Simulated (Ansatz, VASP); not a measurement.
## NaI: VASP beside Ansatz

The input POSCAR:

```
NaI
1.0
    0.0000000000      3.2654066578      3.2654066578
    3.2654066578      0.0000000000      3.2654066578
    3.2654066578      3.2654066578      0.0000000000
Na I
1 1
Direct
    0.0000000000      0.0000000000      0.0000000000
    0.5000000000      0.5000000000      0.5000000000
```

Contents of INCAR.step1:

```
PREC = Accurate
ENCUT = 520
ISMEAR = 0
SIGMA = 0.02
LREAL = False
LASPH = True
NELM = 80
NBANDS = 14
GGA = PE
ALGO = Normal
EDIFF = 1E-4
LWAVE = True
LCHARG = False
```

INCAR.step2

```
PREC = Accurate
ENCUT = 520
EDIFF = 1E-6
ISMEAR = 0
SIGMA = 0.02
LREAL = False
LASPH = True
NELM = 80
ALGO = Normal
ISIF = 2
LWAVE = False
LCHARG = False
METAGGA = R2SCAN
LMIXTAU = True
NBANDS = 14
ISTART = 1
```

Contents of KPOINTS:

```
regular mesh
0
Gamma
  6 6 6
```

Input for Ansatz:

```yaml
crystal:
  lattice:
    - [0.0, 3.2654066535, 3.2654066535]
    - [3.2654066535, 0.0, 3.2654066535]
    - [3.2654066535, 3.2654066535, 0.0]
  atoms:
    - { symbol: Na, position: [0.0, 0.0, 0.0] }
    - { symbol: I, position: [0.5, 0.5, 0.5] }
basis:
  ecutwfc: 500
kpoints:
  mp_grid: { grid: [6, 6, 6] }
hamiltonian:
  xc: r2scan
scf:
  occupations: { method: gaussian, width: 0.02 }
output:
  forces: true
  stress: true
  eigenvalues: true
```

Alike in both runs: task single point; functional r2SCAN; k mesh 6 × 6 × 6; occupations gaussian, width 0.02 eV; no spin polarisation.

```csv
,VASP,Ansatz
version,VASP 6.6.1,Ansatz 0.2.0
potentials or method,"VASP PAW PBE potentials, release 64 (Na_pv, I)","scalar-relativistic, plane waves, PAW"
plane-wave cutoff (eV),520,500
valence electrons in the cell,14,26
```

Ansatz gave:

```
gap on the k mesh at the Fermi level (eV) : 4.35
least direct gap on the mesh (eV)         : 4.35
pressure (GPa)                            : -0.5
```

Q: What did VASP give for the same quantities?

A: gap on the k mesh at the Fermi level (eV): 4.36; least direct gap on the mesh (eV): 4.36; pressure (GPa): -0.6.

The two sets of potentials don't hold the same shells in valence.

Caveats: the PAW data sets were made with another functional, which shifts forces and pressure a little (VASP); spin-orbit coupling is left out, which moves the levels of the heavy elements. r2SCAN opens gaps a little over a GGA but as a rule still falls short of measured ones.
